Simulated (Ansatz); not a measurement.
**Ge2Pt3: random displacements**

The task, for Ge2Pt3: compute energies and forces of randomly disturbed cells.

Computed with Ansatz 0.2.0 (DFT PBEsol, scalar-relativistic, plane waves, PAW, unless a step's input says otherwise).

1 further run of the same task is left out (set aside as unsound or not needed).

**1. Starting point**

Symmetry: Cmcm, No. 63, orthorhombic system. The conventional cell has a = 3.478 Å, b = 12.121 Å, c = 7.584 Å, α = 90.00°, β = 90.00°, γ = 90.00°. Around Ge (site symmetry 2/m) lie 8 Pt at 2.60 to 2.65 Å. Around Ge (site symmetry m2m) lie 7 Pt at 2.54 to 2.55 Å. Pt (site symmetry m2m) has 5 Ge at 2.54 to 2.61 Å and 4 Pt at 2.77 to 2.80 Å in its first shell of neighbours. Around Pt (site symmetry m) lie 5 Ge at 2.55 to 2.65 Å and 5 Pt at 2.77 to 2.92 Å.

As a file:

```cif
data_structure
_symmetry_space_group_name_H-M 'Cmcm'
_symmetry_Int_Tables_number 63
_cell_length_a 3.4779
_cell_length_b 12.1211
_cell_length_c 7.5836
_cell_angle_alpha 90.000
_cell_angle_beta 90.000
_cell_angle_gamma 90.000
_cell_volume 319.69
loop_
_atom_site_label
_atom_site_type_symbol
_atom_site_symmetry_multiplicity
_atom_site_Wyckoff_symbol
_atom_site_fract_x
_atom_site_fract_y
_atom_site_fract_z
_atom_site_occupancy
Ge1 Ge 4 b 0.50000 0.00000 0.00000 1
Ge2 Ge 4 c 0.00000 0.24368 0.75000 1
Pt1 Pt 4 c 0.00000 0.03380 0.75000 1
Pt2 Pt 8 f 0.50000 0.33955 0.94164 1
```

It goes back to an entry of the Materials Project, which need not be the stable form.

It is the result of an earlier relaxation at this level (volume 15.98 Å³/atom; gap on the mesh: none (metal)).

**2. The undisturbed cell**

input.yaml reads:

```yaml
crystal:
  lattice:
    - [3.4778665546, 0.0, -0.0008601948]
    - [0.0, 7.5836286835, 0.0]
    - [-1.7308920056, 0.0, 6.0609789205]
  atoms:
    - { symbol: Ge, position: [0.5, 0.0, 0.0] }
    - { symbol: Ge, position: [0.5, 0.5, 0.0] }
    - { symbol: Ge, position: [0.7561534437, 0.25, 0.5126492559] }
    - { symbol: Ge, position: [0.2438465563, 0.75, 0.4873507441] }
    - { symbol: Pt, position: [0.9655664022, 0.25, 0.9324040939] }
    - { symbol: Pt, position: [0.0344335978, 0.75, 0.0675959061] }
    - { symbol: Pt, position: [0.1606670267, 0.0583610305, 0.3209079085] }
    - { symbol: Pt, position: [0.8393329733, 0.9416389695, 0.6790920915] }
    - { symbol: Pt, position: [0.8393329733, 0.5583610305, 0.6790920915] }
    - { symbol: Pt, position: [0.1606670267, 0.4416389695, 0.3209079085] }
basis:
  ecutwfc: 420
kpoints:
  mp_grid: { grid: [12, 6, 8] }
hamiltonian:
  xc: pbesol
scf:
  occupations: { method: gaussian, width: 0.15 }
output:
  forces: true
  stress: true
  eigenvalues: true
  write_density: true
  write_potential: true
  elf: true
  volumetric_format: npy
```

The run is started by

```sh
> ansatz run input.yaml --threads 2 --pin off --max-ram 5120MiB --backend cpu --events-out ev --progress --plain --runs-dir out
```

The log of the run (excerpt; [...] marks lines left out):

```text
Warning: RAYON_NUM_THREADS=2 ignored (pool sized by the plan → 2); use --threads N
[...]
Pseudopotentials: kind: paw
Pseudopotential: Ge, paw, valence charge 14, recommended cutoff 420 eV (normal), Ge.paw.azcp
Pseudopotential: Pt, paw, valence charge 18, recommended cutoff 420 eV (normal), Pt.paw.azcp
Functional definition: PBEsol
[...]
Crystal: 10 atoms, lattice volume = 159.846 Å³
Basis set: ecut = 420 eV, 3149 PW (Γ), exchange–correlation on 48×108×90 points (8 copies of the dense FFT grid, shifted against one another)
Bands: 99, of which v1, the nominal top of the filled ones, is band 82 counted from 1 (81 counted from 0)
Symmetry: 4 space group operations
Space group: P21/m (ITA 11), of the structure as read, at distance tolerance 5.4e-5 Å
k-points: 200 of 576
[...]
SCF iter   1: F=—  HF=-91321.440181 eV  |F-HF|=—  |Δ(HF+E_count)|=         —  Δρ=6.78e-3  dr2=5.97e-2  ethr=1.77e-3  ⟨swp⟩=5.0  Hψ=65216  notcnv=0  defer=297
[...]
SCF iter   8: F=-91321.428732 eV  HF=-91321.428732 eV  |F-HF|=4.73e-8  |Δ(HF+E_count)|=   4.86e-8  Δρ=4.33e-6  dr2=2.84e-8  ethr=6.10e-11  ⟨swp⟩=13.1  Hψ=129265  notcnv=0
[...]
SCF converged after 8 iterations
Free energy (F): -91321.428732 eV
[...]
E sigma→0 (E₀):  -91321.408462 eV
Entropy (-TS):   -0.040540 eV (-4.054 meV/atom)
Fermi energy:    18.506732 eV
[...]
--- Forces (eV/Å), atoms counted from 1 ---
  atom   1  Ge    -0.00000000     0.00000000     0.00000000
  atom   2  Ge    -0.00000000     0.00000000     0.00000000
  atom   3  Ge     0.00039590     0.00000000     0.00959380
  atom   4  Ge    -0.00039590    -0.00000000    -0.00959380
  atom   5  Pt     0.00773851    -0.00000000    -0.01352975
  atom   6  Pt    -0.00773851     0.00000000     0.01352975
  atom   7  Pt    -0.00197861     0.00467482    -0.00682955
  atom   8  Pt     0.00197861    -0.00467482     0.00682955
[...]
--- Stress (GPa, compression-positive) ---
       -0.059036      -0.000000      -0.047728
       -0.000000      -0.020114      -0.000000
       -0.047728      -0.000000       0.150451
  P = ⅓ Tr σ = 0.0238 GPa (0.238 kbar)
--- Band table (eV; the first three rows and the last of 200) ---
[...]
```

It took 1.7 min on 2 threads of AMD EPYC 7R43 (Zen 3), shared host; peak memory 2 GiB.

Axes a, b and c in the maps are those of this run's conventional cell (a, b, c = 3.478, 12.121, 7.584 Å).

Density in a lattice plane of the grid's cell (edges 12.12 and 7.58 Å, at 0.000 of the third edge), which holds Ge and Pt.

Ten even steps from ' ' (0.05 e/Å³) to '@' (56.69 e/Å³):
```
                                        ....    
                                                
..::      ..##                                  
                                                
                                        ....    
        ..            ..@@..            ..      
      ....                                      
                                                
..                                  ##..      ::
                                                
      ....                                      
        ..            ..@@..            ..      
```
Columns run along the first of these edges and rows up along the second, over one cell in 24 and 12 even steps from the bottom left corner. Atoms in the plane (fractional): Ge at (0.50, 0.00), Ge at (0.50, 0.50), Ge at (0.24, 0.75), Ge at (0.76, 0.25), Pt at (0.03, 0.75), Pt at (0.97, 0.25), Pt at (0.84, 0.94), Pt at (0.16, 0.06), Pt at (0.16, 0.44), Pt at (0.84, 0.56).

ELF in the same plane.

Values, 8 rows by 12 columns:
```
0.31 0.28 0.39 0.38 0.23 0.24 0.35 0.27 0.05 0.32 0.65 0.30
0.68 0.59 0.42 0.02 0.28 0.04 0.16 0.12 0.03 0.26 0.26 0.28
0.31 0.28 0.39 0.38 0.23 0.24 0.35 0.27 0.05 0.32 0.65 0.30
0.12 0.32 0.66 0.25 0.13 0.36 0.30 0.36 0.13 0.25 0.66 0.32
0.31 0.30 0.65 0.32 0.05 0.27 0.35 0.24 0.23 0.38 0.39 0.28
0.68 0.28 0.26 0.26 0.03 0.12 0.16 0.04 0.28 0.02 0.42 0.59
0.31 0.30 0.65 0.32 0.05 0.27 0.35 0.24 0.23 0.38 0.39 0.28
0.12 0.32 0.66 0.25 0.13 0.36 0.30 0.36 0.13 0.25 0.66 0.32
```
Columns run along the first of these edges and rows up along the second, over one cell in 12 and 8 even steps from the bottom left corner. Atoms in the plane (fractional): Ge at (0.50, 0.00), Ge at (0.50, 0.50), Ge at (0.24, 0.75), Ge at (0.76, 0.25), Pt at (0.03, 0.75), Pt at (0.97, 0.25), Pt at (0.84, 0.94), Pt at (0.16, 0.06), Pt at (0.16, 0.44), Pt at (0.84, 0.56).

Both are smooth fields of the valence electrons: close to the nuclei they are not physical.

The highest ELF values outside the cores: 0.45 on the Ge–Pt line, 1.2 Å from Ge.

The reference gives a free energy of -91321.4287 eV, pressure 0.02 GPa, largest force 0.016 eV/Å and gap on the mesh none (metal).

**3. Next: random displacements**

All atoms are moved at random with no net shift, in some cells together with a random strain.

**4. At rms move = 0.139 Å**

input.yaml reads:

```yaml
crystal:
  lattice:
    - [3.4390818077, 0.0233129493, 0.0285175854]
    - [0.0508237577, 7.4897938347, -0.0447621491]
    - [-1.6603762592, -0.0473747981, 6.1238029856]
  atoms:
    - { symbol: Ge, position: [0.4381201218, 0.0169220112, 0.0117600051] }
    - { symbol: Ge, position: [0.5105829241, 0.4868383678, -0.0123406821] }
    - { symbol: Ge, position: [0.7387376258, 0.2536107771, 0.5178434866] }
    - { symbol: Ge, position: [0.2774935325, 0.7386205197, 0.4952628226] }
    - { symbol: Pt, position: [0.9578901093, 0.2617904095, 0.9406148628] }
    - { symbol: Pt, position: [0.049473905, 0.7495515093, 0.0836862403] }
    - { symbol: Pt, position: [0.1768447651, 0.0567960332, 0.3178235309] }
    - { symbol: Pt, position: [0.8727853658, 0.9403114552, 0.6729660734] }
    - { symbol: Pt, position: [0.8374717276, 0.5470279827, 0.6673079491] }
    - { symbol: Pt, position: [0.1405999229, 0.4485309343, 0.3050757114] }
basis:
  ecutwfc: 420
kpoints:
  mp_grid: { grid: [12, 6, 8] }
hamiltonian:
  xc: pbesol
scf:
  occupations: { method: gaussian, width: 0.15 }
output:
  forces: true
  stress: true
  eigenvalues: true
```

The run is started by

```sh
> ansatz run input.yaml --threads 2 --pin off --max-ram 5120MiB --backend cpu --events-out ev --progress --plain --runs-dir out
```

The log of the run (excerpt; [...] marks lines left out):

```text
Warning: RAYON_NUM_THREADS=2 ignored (pool sized by the plan → 2); use --threads N
[...]
[... 4 set-up lines as earlier in the session ...]
[...]
Crystal: 10 atoms, lattice volume = 158.079 Å³
Basis set: ecut = 420 eV, 3117 PW (Γ), exchange–correlation on 48×108×90 points (8 copies of the dense FFT grid, shifted against one another)
Bands: 99, of which v1, the nominal top of the filled ones, is band 82 counted from 1 (81 counted from 0)
Symmetry: 1 space group operations
Space group: P1 (ITA 1), of the structure as read, at distance tolerance 5.4e-5 Å
k-points: 292 of 576 (time reversal used)
[...]
SCF converged after 9 iterations
Free energy (F): -91320.352654 eV
[...]
E sigma→0 (E₀):  -91320.333514 eV
Entropy (-TS):   -0.038280 eV (-3.828 meV/atom)
Fermi energy:    18.772876 eV
[...]
--- Forces (eV/Å), atoms counted from 1 ---
  atom   1  Ge     2.29584723    -1.22255368    -0.95215346
  atom   2  Ge    -1.28789280     1.99434808     0.36426468
  atom   3  Ge     0.28542020    -1.05417277    -0.60226276
  atom   4  Ge    -0.30374709     1.19738666    -0.29202549
  atom   5  Pt     0.25002395    -1.89419010    -1.08148317
  atom   6  Pt    -0.15202384     0.11207954    -1.32932412
  atom   7  Pt    -1.04940856     0.60234090     1.31177726
  atom   8  Pt    -0.48241134     0.06719073     0.50230374
[...]
--- Stress (GPa, compression-positive) ---
        5.676644      -3.075625      -1.834221
       -3.075625       9.820466       1.344147
       -1.834221       1.344147       5.200833
  P = ⅓ Tr σ = 6.8993 GPa (68.993 kbar)
--- Band table (eV; the first three rows and the last of 292) ---
[...]
```

Run time: 3.6 min. Hardware: 2 threads of AMD EPYC 7R43 (Zen 3), shared host; peak memory 2.8 GiB.

**5. Point rms move = 0.283 Å**

input.yaml reads:

```yaml
crystal:
  lattice:
    - [3.4778665546, 0.0, -0.0008601948]
    - [0.0, 7.5836286835, 0.0]
    - [-1.7308920056, 0.0, 6.0609789205]
  atoms:
    - { symbol: Ge, position: [0.5662184121, 0.0239912885, -0.007095959] }
    - { symbol: Ge, position: [0.5034323168, 0.4758014427, -0.036386578] }
    - { symbol: Ge, position: [0.7067411759, 0.2250681039, 0.5255667268] }
    - { symbol: Ge, position: [0.2776678521, 0.7487168825, 0.549160633] }
    - { symbol: Pt, position: [0.8783721092, 0.2600505216, 0.9345851246] }
    - { symbol: Pt, position: [0.0982804843, 0.7295715049, 0.0461426959] }
    - { symbol: Pt, position: [0.1317569934, 0.0861789572, 0.3235515024] }
    - { symbol: Pt, position: [0.7940751824, 0.9465242186, 0.6826621381] }
    - { symbol: Pt, position: [0.830721996, 0.5372876453, 0.6677235385] }
    - { symbol: Pt, position: [0.2127334778, 0.4668094348, 0.3140901776] }
basis:
  ecutwfc: 420
kpoints:
  mp_grid: { grid: [12, 6, 8] }
hamiltonian:
  xc: pbesol
scf:
  occupations: { method: gaussian, width: 0.15 }
output:
  forces: true
  stress: true
  eigenvalues: true
```

The run is started by

```sh
> ansatz run input.yaml --threads 2 --pin off --max-ram 5120MiB --backend cpu --events-out ev --progress --plain --runs-dir out
```

The log of the run (excerpt; [...] marks lines left out):

```text
Warning: RAYON_NUM_THREADS=2 ignored (pool sized by the plan → 2); use --threads N
[...]
[... 4 set-up lines as earlier in the session ...]
[...]
Crystal: 10 atoms, lattice volume = 159.846 Å³
Basis set: ecut = 420 eV, 3149 PW (Γ), exchange–correlation on 48×108×90 points (8 copies of the dense FFT grid, shifted against one another)
Bands: 99, of which v1, the nominal top of the filled ones, is band 82 counted from 1 (81 counted from 0)
[... 2 set-up lines as earlier in the session ...]
k-points: 292 of 576 (time reversal used)
[...]
SCF converged after 9 iterations
Free energy (F): -91317.617591 eV
[...]
E sigma→0 (E₀):  -91317.597801 eV
Entropy (-TS):   -0.039580 eV (-3.958 meV/atom)
Fermi energy:    18.551707 eV
[...]
--- Forces (eV/Å), atoms counted from 1 ---
  atom   1  Ge    -3.95422151    -4.36198779     1.70643319
  atom   2  Ge    -3.61301786     4.63801207     1.85728393
  atom   3  Ge     1.17235981     3.06807809    -0.89915498
  atom   4  Ge    -1.24029386    -0.40359501    -2.27978632
  atom   5  Pt     5.68117013    -1.09487781     0.03011411
  atom   6  Pt    -0.13390816     1.98066253     0.07462152
  atom   7  Pt    -0.51848619    -2.09515006    -0.16529455
  atom   8  Pt     2.05564266    -1.08098085     0.17578216
[...]
--- Stress (GPa, compression-positive) ---
       15.360469       1.292246       0.393498
        1.292246      20.926899      -2.957423
        0.393498      -2.957424      10.420594
  P = ⅓ Tr σ = 15.5693 GPa (155.693 kbar)
--- Band table (eV; the first three rows and the last of 292) ---
[...]
```

Wall time 3.6 min (2 threads of AMD EPYC 7R43 (Zen 3), shared host); peak memory 2.9 GiB.

**6. The scan collected**

All points in order; energies are free energies above the reference cell:

| rms move (Å) | ΔE (meV/atom) | largest force (eV/Å) | shortest distance (Å) | pressure (GPa) |
| --- | --- | --- | --- | --- |
| 0.000 | 0.0 | 0.02 | 2.54 | 0.0 |
| 0.139 | 107.6 | 2.77 | 2.33 | 6.9 |
| 0.283 | 381.1 | 6.17 | 2.13 | 15.6 |

**7. Results**

| quantity | value |
| --- | --- |
| costliest cell | 381.1 meV/atom at an rms move of 0.283 Å |

What this shows: The cost runs from 107.6 to 381.1 meV/atom. Energy over the square of the rms move lies between 4.8 and 5.6 eV/Å² per atom; a harmonic solid under isotropic random moves would keep it roughly constant, while strain and close contacts change it. The runs treat Pt without spin-orbit coupling.
